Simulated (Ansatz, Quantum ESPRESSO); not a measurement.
# Screening and band shifts of honeycomb MgO, 1 layer, part 3 of 6

How does honeycomb MgO, 1 layer respond to a gate-like field without added charge?

Quantum ESPRESSO 7.5; plane-wave DFT, LDA, GBRV ultrasoft pseudopotentials; geometry and cross-check by Ansatz 0.2.0 with PAW datasets.

So far. Step 3 (Self-consistent run: no field): The run needed 10 iterations to bring the estimated error under 1e-09 Ry. Step 4 (Potential by pp.x): The vacuum is flat to 0.1 meV/Å, so its level is well defined. Inside the slab the curve depends on the local part of the pseudopotentials; only the vacuum level has a meaning of its own.

## 5. Band structure: no field

A bands run reads the converged density and follows the path given under K_POINTS.

Contents of f0.bands.in:

```
&control
  prefix = 'f0.bands'
  outdir = './out'
  pseudo_dir = './pseudo'
  calculation = 'bands'
  tefield = .true.
  dipfield = .true.
/
&system
  ibrav = 0
  nat = 2
  ntyp = 2
  ecutwfc = 40
  ecutrho = 200
  occupations = 'smearing'
  smearing = 'fd'
  degauss = 0.004
  edir = 3
  emaxpos = 0.97
  eopreg = 0.04
  eamp = 0.0
  nbnd = 14
/
&electrons
  conv_thr = 1e-07
  mixing_beta = 0.4
  electron_maxstep = 120
  mixing_mode = 'local-TF'
/
ATOMIC_SPECIES
  O   15.9990  o_lda_v1.2.uspp.F.UPF
  Mg  24.3050  mg_lda_v1.4.uspp.F.UPF
CELL_PARAMETERS angstrom
  3.30000000000655 0.00000000000000 0.00000000000000
  -1.65000000000328 2.85788383249432 0.00000000000000
  0.00000000000000 0.00000000000000 17.00000000000000
ATOMIC_POSITIONS crystal
  O   0.666666666667 0.333333333333 0.500000000000
  Mg  0.333333333333 0.666666666667 0.500000000000
K_POINTS crystal_b
4
  0.0000000000 0.0000000000 0.0000000000 14
  0.5000000000 0.0000000000 0.0000000000 14
  0.3333333333 0.3333333333 0.0000000000 14
  0.0000000000 0.0000000000 0.0000000000 1
```

The run is started by

```sh
$ cp -r out/f0.save out/f0.bands.save
$ cp out/f0.xml out/f0.bands.xml
$ OMP_NUM_THREADS=1 mpirun -n 2 pw.x -nk 2 -in f0.bands.in > f0.bands.out
```

What it wrote:

```text
[banner, memory and clock lines left out]
Program PWSCF v.7.5 starts

          URL

     Presently no symmetry can be used with electric field

     Atomic positions and unit cell read from directory:
     ./out/f0.bands.save/

     G-vector sticks info

     bravais-lattice index     =            0
     lattice parameter (alat)  =       6.2361  a.u.
     unit-cell volume          =    1081.9421 (a.u.)^3
     number of atoms/cell      =            2
     number of atomic types    =            2
     number of electrons       =        16.00
     number of Kohn-Sham states=           14
     kinetic-energy cutoff     =      40.0000  Ry
     charge density cutoff     =     200.0000  Ry
     Exchange-correlation=  SLA  PZ   NOGX NOGC
                           (   1   1   0   0   0   0   0)

     celldm(1)=   6.236096  celldm(2)=   0.000000  celldm(3)=   0.000000
     celldm(4)=   0.000000  celldm(5)=   0.000000  celldm(6)=   0.000000

     crystal axes: (cart. coord. in units of alat)
               a(1) = (   1.000000   0.000000   0.000000 )
               a(2) = (  -0.500000   0.866025   0.000000 )
               a(3) = (   0.000000   0.000000   5.151515 )

     reciprocal axes: (cart. coord. in units 2 pi/alat)
               b(1) = (  1.000000  0.577350 -0.000000 )
               b(2) = (  0.000000  1.154701  0.000000 )
               b(3) = (  0.000000 -0.000000  0.194118 )

     PseudoPot. # 1 for O  read from file:
     ./pseudo/o_lda_v1.2.uspp.F.UPF
     Pseudo is Ultrasoft + core correction, Zval =  6.0
     Generated by new atomic code, or converted to UPF format
     Using radial grid of  737 points,  5 beta functions with:
                l(1) =   0
                l(2) =   0
                l(3) =   1
                l(4) =   1
                l(5) =   2
     Q(r) pseudized with  8 coefficients,  rinner =    0.900   0.900   0.900
                                                       0.900   0.900

     PseudoPot. # 2 for Mg read from file:
     ./pseudo/mg_lda_v1.4.uspp.F.UPF
     Pseudo is Ultrasoft, Zval = 10.0
     Generated by new atomic code, or converted to UPF format
     Using radial grid of  821 points,  7 beta functions with:
                l(1) =   0
                l(2) =   0
                l(3) =   0
                l(4) =   1
                l(5) =   1
                l(6) =   2
                l(7) =   2
     Q(r) pseudized with  8 coefficients,  rinner =    1.200   1.200   1.200
                                                       1.200   1.200

     atomic species   valence    mass     pseudopotential
     O                 6.00    15.99900     O ( 1.00)
     Mg               10.00    24.30500     Mg( 1.00)

     No symmetry found

   Cartesian axes

     site n.     atom                  positions (alat units)
         1        O      tau(   1) = (   0.5000000   0.2886751   2.5757576  )
         2        Mg     tau(   2) = (  -0.0000000   0.5773503   2.5757576  )

     number of k points=    43  Fermi-Dirac smearing, width (Ry)=  0.0040
                       cart. coord. in units 2pi/alat
        k(    1) = (   0.0000000   0.0000000   0.0000000), wk =   0.0465116
        k(    2) = (   0.0357143   0.0206197   0.0000000), wk =   0.0465116
        k(    3) = (   0.0714286   0.0412393   0.0000000), wk =   0.0465116
        k(    4) = (   0.1071429   0.0618590   0.0000000), wk =   0.0465116
        k(    5) = (   0.1428571   0.0824786   0.0000000), wk =   0.0465116
        k(    6) = (   0.1785714   0.1030983   0.0000000), wk =   0.0465116
        k(    7) = (   0.2142857   0.1237179   0.0000000), wk =   0.0465116
        k(    8) = (   0.2500000   0.1443376   0.0000000), wk =   0.0465116
        k(    9) = (   0.2857143   0.1649572   0.0000000), wk =   0.0465116
        k(   10) = (   0.3214286   0.1855769   0.0000000), wk =   0.0465116
        k(   11) = (   0.3571429   0.2061965   0.0000000), wk =   0.0465116
        k(   12) = (   0.3928571   0.2268162   0.0000000), wk =   0.0465116
        k(   13) = (   0.4285714   0.2474358   0.0000000), wk =   0.0465116
        k(   14) = (   0.4642857   0.2680555   0.0000000), wk =   0.0465116
        k(   15) = (   0.5000000   0.2886751   0.0000000), wk =   0.0465116
        k(   16) = (   0.4880952   0.3092948   0.0000000), wk =   0.0465116
        k(   17) = (   0.4761905   0.3299144   0.0000000), wk =   0.0465116
        k(   18) = (   0.4642857   0.3505341   0.0000000), wk =   0.0465116
        k(   19) = (   0.4523810   0.3711537   0.0000000), wk =   0.0465116
        k(   20) = (   0.4404762   0.3917734   0.0000000), wk =   0.0465116
        k(   21) = (   0.4285714   0.4123930   0.0000000), wk =   0.0465116
        k(   22) = (   0.4166667   0.4330127   0.0000000), wk =   0.0465116
        k(   23) = (   0.4047619   0.4536324   0.0000000), wk =   0.0465116
        k(   24) = (   0.3928571   0.4742520   0.0000000), wk =   0.0465116
        k(   25) = (   0.3809524   0.4948717   0.0000000), wk =   0.0465116
        k(   26) = (   0.3690476   0.5154913   0.0000000), wk =   0.0465116
        k(   27) = (   0.3571429   0.5361110   0.0000000), wk =   0.0465116
        k(   28) = (   0.3452381   0.5567306   0.0000000), wk =   0.0465116
        k(   29) = (   0.3333333   0.5773503   0.0000000), wk =   0.0465116
        k(   30) = (   0.3095238   0.5361110   0.0000000), wk =   0.0465116
        k(   31) = (   0.2857143   0.4948717   0.0000000), wk =   0.0465116
        k(   32) = (   0.2619048   0.4536324   0.0000000), wk =   0.0465116
        k(   33) = (   0.2380952   0.4123930   0.0000000), wk =   0.0465116
        k(   34) = (   0.2142857   0.3711537   0.0000000), wk =   0.0465116
        k(   35) = (   0.1904762   0.3299144   0.0000000), wk =   0.0465116
        k(   36) = (   0.1666667   0.2886751   0.0000000), wk =   0.0465116
        k(   37) = (   0.1428571   0.2474358   0.0000000), wk =   0.0465116
        k(   38) = (   0.1190476   0.2061965   0.0000000), wk =   0.0465116
        k(   39) = (   0.0952381   0.1649572   0.0000000), wk =   0.0465116
        k(   40) = (   0.0714286   0.1237179   0.0000000), wk =   0.0465116
        k(   41) = (   0.0476190   0.0824786   0.0000000), wk =   0.0465116
        k(   42) = (   0.0238095   0.0412393   0.0000000), wk =   0.0465116
        k(   43) = (   0.0000000   0.0000000   0.0000000), wk =   0.0465116

     Dense  grid:    51547 G-vectors     FFT dimensions: (  30,  30, 150)

     Smooth grid:    37077 G-vectors     FFT dimensions: (  25,  25, 135)

     The potential is recalculated from file :
     ./out/f0.bands.save/charge-density

     negative rho (up, down):  1.981E-04 0.000E+00

     Adding external electric field

[...]
k = 0.0714 0.0412 0.0000 (  4635 PWs)   bands (ev):

   -75.6343 -43.1882 -43.0264 -43.0251 -19.3809  -5.3269  -4.8920  -4.7574
    -0.8416   0.9467   1.3825   2.5467   2.7284   5.0057

          k = 0.1071 0.0619 0.0000 (  4629 PWs)   bands (ev):

   -75.6341 -43.1880 -43.0283 -43.0256 -19.3545  -5.2812  -5.0555  -4.7717
    -0.6527   1.0323   1.5042   2.6424   2.8632   5.0888

          k = 0.1429 0.0825 0.0000 (  4615 PWs)   bands (ev):

   -75.6340 -43.1878 -43.0309 -43.0262 -19.3191  -5.2560  -5.2193  -4.7906
    -0.4104   1.1503   1.6736   2.7766   3.0484   5.2052

          k = 0.1786 0.1031 0.0000 (  4611 PWs)   bands (ev):

   -75.6338 -43.1876 -43.0339 -43.0269 -19.2765  -5.4763  -5.1436  -4.8130
    -0.1261   1.2987   1.8901   2.9499   3.2808   5.3541

          k = 0.2143 0.1237 0.0000 (  4611 PWs)   bands (ev):

   -75.6336 -43.1873 -43.0374 -43.0277 -19.2285  -5.7026  -5.0571  -4.8377
     0.1925   1.4751   2.1530   3.1625   3.5569   5.5342

          k = 0.2500 0.1443 0.0000 (  4617 PWs)   bands (ev):

   -75.6334 -43.1870 -43.0410 -43.0285 -19.1774  -5.9235  -4.9634  -4.8635
     0.5407   1.6763   2.4617   3.4149   3.8726   5.7418

          k = 0.2857 0.1650 0.0000 (  4631 PWs)   bands (ev):

   -75.6332 -43.1867 -43.0446 -43.0293 -19.1258  -6.1304  -4.8890  -4.8669
     0.9153   1.8986   2.8154   3.7071   4.2230   5.9663

          k = 0.3214 0.1856 0.0000 (  4629 PWs)   bands (ev):

   -75.6330 -43.1864 -43.0480 -43.0301 -19.0761  -6.3163  -4.9129  -4.7724
     1.3143   2.1369   3.2137   4.0380   4.5990   5.9917

          k = 0.3571 0.2062 0.0000 (  4633 PWs)   bands (ev):

   -75.6329 -43.1862 -43.0510 -43.0308 -19.0311  -6.4757  -4.9342  -4.6851
     1.7350   2.3844   3.6555   4.4021   4.9637   5.6608

          k = 0.3929 0.2268 0.0000 (  4633 PWs)   bands (ev):

   -75.6327 -43.1859 -43.0536 -43.0314 -18.9932  -6.6041  -4.9518  -4.6102
     2.1737   2.6302   4.1380   4.7807   5.0028   5.6270

          k = 0.4286 0.2474 0.0000 (  4625 PWs)   bands (ev):

   -75.6326 -43.1858 -43.0555 -43.0318 -18.9645  -6.6982  -4.9650  -4.5527
     2.6231   2.8545   4.5482   4.7366   5.1015   6.0095

          k = 0.4643 0.2681 0.0000 (  4630 PWs)   bands (ev):

   -75.6325 -43.1857 -43.0567 -43.0321 -18.9465  -6.7556  -4.9731  -4.5164
     3.0224   3.0618   4.1718   5.2102   5.2537   6.2081

          k = 0.5000 0.2887 0.0000 (  4624 PWs)   bands (ev):

   -75.6325 -43.1857 -43.0571 -43.0322 -18.9404  -6.7749  -4.9759  -4.5040
     3.0869   3.3371   3.9004   5.1981   5.8083   5.9101

          k = 0.4881 0.3093 0.0000 (  4628 PWs)   bands (ev):

   -75.6325 -43.1857 -43.0571 -43.0323 -18.9398  -6.7708  -4.9852  -4.5029
     3.0940   3.3494   3.9046   5.2019   5.8160   5.9177

          k = 0.4762 0.3299 0.0000 (  4626 PWs)   bands (ev):

   -75.6325 -43.1856 -43.0569 -43.0326 -18.9380  -6.7587  -5.0130  -4.4995
     3.1153   3.3860   3.9171   5.2131   5.8391   5.9403

          k = 0.4643 0.3505 0.0000 (  4636 PWs)   bands (ev):

   -75.6325 -43.1856 -43.0567 -43.0331 -18.9350  -6.7386  -5.0581  -4.4940
     3.1508   3.4457   3.9379   5.2311   5.8774   5.9781

          k = 0.4524 0.3712 0.0000 (  4634 PWs)   bands (ev):

   -75.6325 -43.1856 -43.0564 -43.0337 -18.9310  -6.7107  -5.1191  -4.4866
     3.2004   3.5268   3.9671   5.2545   5.9304   6.0311

          k = 0.4405 0.3918 0.0000 (  4632 PWs)   bands (ev):

   -75.6325 -43.1856 -43.0560 -43.0346 -18.9261  -6.6752  -5.1938  -4.4775
     3.2638   3.6269   4.0046   5.2813   5.9975   6.0992

          k = 0.4286 0.4124 0.0000 (  4638 PWs)   bands (ev):

   -75.6324 -43.1855 -43.0556 -43.0355 -18.9206  -6.6324  -5.2799  -4.4671
     3.3408   3.7425   4.0509   5.3084   6.0775   6.1824

          k = 0.4167 0.4330 0.0000 (  4634 PWs)   bands (ev):

   -75.6324 -43.1855 -43.0551 -43.0365 -18.9145  -6.5827  -5.3748  -4.4558
     3.4311   3.8692   4.1072   5.3313   6.1682   6.2808

          k = 0.4048 0.4536 0.0000 (  4626 PWs)   bands (ev):

   -75.6324 -43.1855 -43.0545 -43.0376 -18.9083  -6.5265  -5.4760  -4.4441
     3.5338   3.9993   4.1770   5.3437   6.2649   6.3939

          k = 0.3929 0.4743 0.0000 (  4618 PWs)   bands (ev):

   -75.6324 -43.1854 -43.0540 -43.0387 -18.9022  -6.4643  -5.5806  -4.4324
     3.6479   4.1200   4.2679   5.3375   6.3566   6.5216

          k = 0.3810 0.4949 0.0000 (  4614 PWs)   bands (ev):

   -75.6323 -43.1854 -43.0534 -43.0398 -18.8965  -6.3967  -5.6863  -4.4215
     3.7712   4.2212   4.3826   5.3045   6.4154   6.6631

          k = 0.3690 0.5155 0.0000 (  4592 PWs)   bands (ev):

   -75.6323 -43.1854 -43.0530 -43.0407 -18.8915  -6.3244  -5.7905  -4.4119
     3.8997   4.3097   4.5031   5.2404   6.3986   6.8179

          k = 0.3571 0.5361 0.0000 (  4580 PWs)   bands (ev):

   -75.6323 -43.1854 -43.0526 -43.0414 -18.8875  -6.2486  -5.8906  -4.4042
     4.0248   4.3946   4.6016   5.1519   6.3108   6.9449

          k = 0.3452 0.5567 0.0000 (  4580 PWs)   bands (ev):

   -75.6323 -43.1853 -43.0523 -43.0419 -18.8849  -6.1718  -5.9827  -4.3992
     4.1277   4.4778   4.6482   5.0637   6.2179   6.9452

          k = 0.3333 0.5774 0.0000 (  4596 PWs)   bands (ev):

   -75.6323 -43.1853 -43.0523 -43.0420 -18.8840  -6.1185  -6.0413  -4.3973
     4.1716   4.5346   4.6382   5.0222   6.1800   6.9518

          k = 0.3095 0.5361 0.0000 (  4594 PWs)   bands (ev):

   -75.6323 -43.1854 -43.0525 -43.0415 -18.8882  -6.2348  -5.9026  -4.4057
     3.9946   4.2301   4.7880   5.2064   6.2650   6.6872

          k = 0.2857 0.4949 0.0000 (  4602 PWs)   bands (ev):

   -75.6324 -43.1854 -43.0527 -43.0401 -18.9021  -6.3382  -5.7299  -4.4333
     3.6370   3.6963   5.0024   5.6047   5.7801   6.3342

          k = 0.2619 0.4536 0.0000 (  4602 PWs)   bands (ev):

   -75.6325 -43.1856 -43.0524 -43.0383 -18.9268  -6.3911  -5.5602  -4.4823
     3.1131   3.2524   5.0740   5.2554   5.6505   6.2061

          k = 0.2381 0.4124 0.0000 (  4608 PWs)   bands (ev):

   -75.6326 -43.1858 -43.0514 -43.0363 -18.9623  -6.3887  -5.4003  -4.5526
     2.5339   2.8822   4.4392   5.1119   5.4534   5.9321

          k = 0.2143 0.3712 0.0000 (  4604 PWs)   bands (ev):

   -75.6328 -43.1860 -43.0496 -43.0343 -19.0077  -6.3300  -5.2553  -4.6416
     1.9792   2.5365   3.8506   4.5986   5.2145   5.9252

          k = 0.1905 0.3299 0.0000 (  4634 PWs)   bands (ev):

   -75.6330 -43.1863 -43.0469 -43.0325 -19.0611  -6.2173  -5.1287  -4.7449
     1.4577   2.2177   3.3202   4.1403   4.7325   6.1783

          k = 0.1667 0.2887 0.0000 (  4630 PWs)   bands (ev):

   -75.6332 -43.1866 -43.0437 -43.0307 -19.1198  -6.0557  -5.0223  -4.8564
     0.9733   1.9263   2.8496   3.7403   4.2718   6.0271

          k = 0.1429 0.2474 0.0000 (  4630 PWs)   bands (ev):

   -75.6334 -43.1870 -43.0400 -43.0292 -19.1805  -5.8535  -4.9694  -4.9364
     0.5279   1.6640   2.4393   3.3980   3.8565   5.7391

          k = 0.1190 0.2062 0.0000 (  4611 PWs)   bands (ev):

   -75.6337 -43.1873 -43.0362 -43.0279 -19.2395  -5.6223  -5.0772  -4.8696
     0.1234   1.4337   2.0900   3.1116   3.4936   5.4945

          k = 0.0952 0.1650 0.0000 (  4601 PWs)   bands (ev):

   -75.6339 -43.1877 -43.0326 -43.0267 -19.2934  -5.3777  -5.1738  -4.8201
    -0.2369   1.2389   1.8022   2.8794   3.1877   5.2944

          k = 0.0714 0.1237 0.0000 (  4621 PWs)   bands (ev):

   -75.6341 -43.1879 -43.0294 -43.0259 -19.3391  -5.2543  -5.1405  -4.7851
    -0.5457   1.0832   1.5769   2.6999   2.9433   5.1389

          k = 0.0476 0.0825 0.0000 (  4625 PWs)   bands (ev):

   -75.6342 -43.1881 -43.0269 -43.0253 -19.3737  -5.3146  -4.9366  -4.7623
    -0.7896   0.9697   1.4150   2.5722   2.7646   5.0279

          k = 0.0238 0.0412 0.0000 (  4655 PWs)   bands (ev):

   -75.6343 -43.1883 -43.0253 -43.0249 -19.3953  -5.3519  -4.7960  -4.7495
    -0.9495   0.9007   1.3174   2.4957   2.6556   4.9613

          k = 0.0000 0.0000 0.0000 (  4649 PWs)   bands (ev):

   -75.6343 -43.1883 -43.0248 -43.0248 -19.4027  -5.3645  -4.7454  -4.7454
    -1.0057   0.8775   1.2848   2.4702   2.6189   4.9367

     XML data file, pseudopotentials, collected wavefunctions

                                        0.00s GPU  (     833 calls)
[key lines of the parts left out:]
Dipole field          0.0000 Ry au,
```

The job ended after 10 s (2 MPI ranks of Arm Neoverse V2, shared host; peak memory 0.14 GiB).

Band numbers count within the set of bands kept for display. The electronic bands at the labelled points (eV, zero at the highest filled level of the SCF mesh; v1 is the highest filled band, c1 the lowest empty one):

```csv
point,v3,v2,v1,c1,c2,c3,c4
Γ,-0.97,-0.35,-0.35,3.39,5.27,5.68,6.87
halfway,-1.53,-0.57,-0.47,4.94,6.07,6.86,7.81
M,-2.38,-0.58,-0.11,7.48,7.73,8.30,9.60
halfway,-2.19,-0.98,-0.06,7.83,8.27,8.50,9.73
K,-1.72,-1.64,0.00,8.57,8.93,9.04,9.42
halfway,-1.66,-0.62,-0.46,5.37,6.32,7.25,8.14
Γ,-0.97,-0.35,-0.35,3.39,5.27,5.68,6.87
```

The electronic bands as a text plot (rows in eV, shown from -2.4 to 6.9 only):

```
    6.7 |+       +++ +++++                         +  +++       +
    6.3 |       +   +  +                         ++ ++   ++
    5.9 |  +++++ +++                               +  +++  +++++
    5.5 |++++++++    ++                             ++   +++++  +
    5.1 |++         +                                         +++
    4.7 |        +++                                  ++
    4.4 |       +                                       +
    4.0 |     ++                                         ++++
    3.6 | ++++                                               +++
    3.2 |+                                                      +
    2.8 |
    2.4 |
    2.1 |
    1.7 |
    1.3 |
    0.9 |
    0.5 |
    0.1 |                          ***********
   -0.3 |**********  **************           ******     ********
   -0.6 |  ***********************                 ***********
   -1.0 |********                 ****        *****      ********
   -1.4 |        ***                  *** ****        ***
   -1.8 |           ***               ******** *******
   -2.2 |              ***************        *
         Γ                   M           K                      Γ
```

Along this path the valence top lies at K and the conduction bottom at Γ.

## 6. SCF with pw.x: field 0.1 V/Å

eamp is the field in Hartree atomic units (1 a.u. = 51.42 V/Å). With dipfield on, it is the field in the vacuum beside an isolated sheet. The run starts from the density of the one before.

Contents of f1.in:

```
&control
  prefix = 'f1'
  outdir = './out'
  pseudo_dir = './pseudo'
  calculation = 'scf'
  tprnfor = .true.
  tefield = .true.
  dipfield = .true.
/
&system
  ibrav = 0
  nat = 2
  ntyp = 2
  ecutwfc = 40
  ecutrho = 200
  occupations = 'smearing'
  smearing = 'fd'
  degauss = 0.004
  edir = 3
  emaxpos = 0.97
  eopreg = 0.04
  eamp = 0.00194469
/
&electrons
  conv_thr = 1e-09
  mixing_beta = 0.4
  electron_maxstep = 120
  mixing_mode = 'plain'
  startingpot = 'file'
/
ATOMIC_SPECIES
  O   15.9990  o_lda_v1.2.uspp.F.UPF
  Mg  24.3050  mg_lda_v1.4.uspp.F.UPF
CELL_PARAMETERS angstrom
  3.30000000000655 0.00000000000000 0.00000000000000
  -1.65000000000328 2.85788383249432 0.00000000000000
  0.00000000000000 0.00000000000000 17.00000000000000
ATOMIC_POSITIONS crystal
  O   0.666666666667 0.333333333333 0.500000000000
  Mg  0.333333333333 0.666666666667 0.500000000000
K_POINTS automatic
  12 12 1 0 0 0
```

The run is started by

```sh
$ cp -r out/f0.save out/f1.save
$ OMP_NUM_THREADS=1 mpirun -n 2 pw.x -nk 2 -in f1.in > f1.out
```

What it wrote:

```text
[banner, memory and clock lines left out]
Program PWSCF v.7.5 starts
[...]
number of electrons       =        16.00
     number of Kohn-Sham states=           12
     kinetic-energy cutoff     =      40.0000  Ry
     charge density cutoff     =     200.0000  Ry
[...]
number of k points=    74  Fermi-Dirac smearing, width (Ry)=  0.0040
[...]
Dense  grid:    51547 G-vectors     FFT dimensions: (  30,  30, 150)
[...]
The initial density is read from file :
[...]
negative rho (up, down):  1.981E-04 0.000E+00
[...]
Starting wfcs are    9 randomized atomic wfcs +    3 random wfcs
[...]
negative rho (up, down):  1.980E-04 0.000E+00
[...]
estimated scf accuracy    <       0.00020770 Ry
[...]
negative rho (up, down):  1.979E-04 0.000E+00
[...]
estimated scf accuracy    <       0.00000142 Ry
[...]
negative rho (up, down):  1.980E-04 0.000E+00
[...]
estimated scf accuracy    <       0.00000018 Ry
[...]
negative rho (up, down):  1.980E-04 0.000E+00
[...]
estimated scf accuracy    <       0.00000003 Ry
[...]
negative rho (up, down):  1.980E-04 0.000E+00
[...]
estimated scf accuracy    <          2.0E-09 Ry
[...]
negative rho (up, down):  1.980E-04 0.000E+00
[...]
Computed dipole along edir(3) :
        Dipole                0.0233 Ry au,          0.0592 Debye
        Dipole field          0.0003 Ry au,
        E field amplitude [Ha a.u.]:  1.9447E-03
        Potential amp.        0.1033 Ry
        Total length         30.8403 bohr
[...]
the Fermi energy is    -2.9843 ev
!    total energy              =    -157.52829470 Ry
     estimated scf accuracy    <          4.7E-10 Ry
     smearing contrib. (-TS)   =      -0.00000000 Ry
     internal energy E=F+TS    =    -157.52829470 Ry
[...]
one-electron contribution =    -531.52299620 Ry
     hartree contribution      =     263.56933912 Ry
     xc contribution           =     -23.72673285 Ry
     ewald contribution        =     134.15217957 Ry
     electric field correction =      -0.00008435 Ry
     convergence has been achieved in   6 iterations
     negative rho (up, down):  1.980E-04 0.000E+00
[...]
Total force =     0.002734     Total SCF correction =     0.000109
[...]
```

Run time: 20 s. Hardware: 2 MPI ranks; peak memory 0.22 GiB; 40 s of CPU time.

This step gave:

- free energy: -2143.2816 eV
- Fermi energy: -2.984 eV
- dipole along the normal: 0.01233 e·Å
- valence top, on the run's zero: -4.384 eV
- conduction bottom, on the run's zero: -0.9969 eV
- gap by band count: 3.387 eV

The dipole goes from 0.0000 to 0.0123 e Å, 0.1233 e Å per V/Å.

(Part 3 of 6 ends here.)

[Logs are printed without paths, hosts, clocks, repeated set-up lines and the standing remarks that a program may print on its own settings, such as how far it seeks lower states.]

[Hosts, paths, dates, database ids (printed as entryN), source tags and the programs' standing remarks are cut or masked in the printed files.]

[Maps of the electrostatic potential energy from Ansatz leave out the sawtooth potential of an applied field or a dipole correction, so their vacuum need not be flat; planar profiles and work functions include it.]
